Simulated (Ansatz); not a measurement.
## TaAs in the rocksalt structure

Level of theory: DFT, r²SCAN, scalar-relativistic, no spin polarisation; plane waves to 500 eV with PAW datasets (Ansatz 0.2.0), 12×12×12 k-mesh, Gaussian smearing of 0.05 eV. The datasets are Ansatz's generated set soft_2.

```xyz
2
Lattice="0.0000 2.6193 2.6193 2.6193 0.0000 2.6193 2.6193 2.6193 0.0000" Properties=species:S:1:pos:R:3 pbc="T T T"
Ta    2.6193    2.6193    2.6193
As    0.0000    0.0000    0.0000
```

The start was a prototype's sites filled with these elements, not a measured cell.

The cell above was scaled in volume, its shape and atoms being fixed by the lattice's symmetry. Energies are counted from the cell above.

Cell and atoms are those of this level's equilibrium.

```json
{"V (Å³/atom)": "17.25", "ΔE (meV/atom)": "16.0", "P (GPa)": "7.4"}
{"V (Å³/atom)": "17.61", "ΔE (meV/atom)": "3.9", "P (GPa)": "3.5"}
{"V (Å³/atom)": "17.97", "ΔE (meV/atom)": "0.0", "P (GPa)": "0.0"}
{"V (Å³/atom)": "18.33", "ΔE (meV/atom)": "3.6", "P (GPa)": "-3.1"}
{"V (Å³/atom)": "18.69", "ΔE (meV/atom)": "13.9", "P (GPa)": "-6.0"}
{"V (Å³/atom)": "19.23", "ΔE (meV/atom)": "40.4", "P (GPa)": "-9.7"}
```

(1) What do the points give for the equilibrium volume, the bulk modulus and its pressure derivative (third-order Birch–Murnaghan)?

Answer:

(1) V0 = 17.97 Å³/atom, B0 = 166 GPa, B0′ = 4.2.

B0·V0 = 165.6 GPa × 17.97 Å³ = 18.57 eV/atom sets the scale: near the minimum ΔE ≈ ½ B0 V0 x², with x = V/V0 − 1, and a pressure of 1.7 GPa squeezes the volume by about 1 %. At the ends of the curve: x = −4.0 % predicts 14.9 meV/atom and the run gives 16.0; x = +7.0 % predicts 45.5 meV/atom and the run gives 40.4. Compression costs more and expansion less than the parabola says, since the crystal stiffens as it shrinks; B0′ measures that.

Scalar-relativistic only: spin–orbit splittings of the heavy atoms' levels are missing. The run is a metal.
